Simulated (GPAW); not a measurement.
The system is MnO.

```xyz
2
Lattice="0.0000 2.2239 2.2239 2.2239 0.0000 2.2239 2.2239 2.2239 0.0000" Properties=species:S:1:pos:R:3 pbc="T T T"
Mn    0.0000    0.0000    0.0000
O     2.2239    2.2239    2.2239
```

The cell is a database's computed one.

Program: GPAW 26.7.0. Alike in all runs: potentials or basis PAW data sets generated in the run's folder for this functional, pw; spin collinear, ferromagnetic start; cell as given; k mesh 10 × 10 × 10; cutoff (eV) 800; smearing fermi-dirac 0.05 eV.

Task: Order these runs on this cell by their pressure, lowest first.
A. level PBEsol+U; U Mn d U = 8 eV; band path GXWKGLUWLK,UX; band points 80
B. level PBEsol+U; U Mn d U = 3 eV; band path GXWKGLUWLK,UX; band points 80
C. level PBEsol
D. level PBEsol+U; U Mn d U = 1 eV; band path GXWKGLUWLK,UX; band points 80

Result: C (-5.9 GPa), D (-0.4 GPa), B (2.7 GPa), A (6.1 GPa).

Caveats: a cell with one magnetic atom can't hold antiferromagnetic order, which such compounds often take.

Runs at the PBE level aren't shown here.
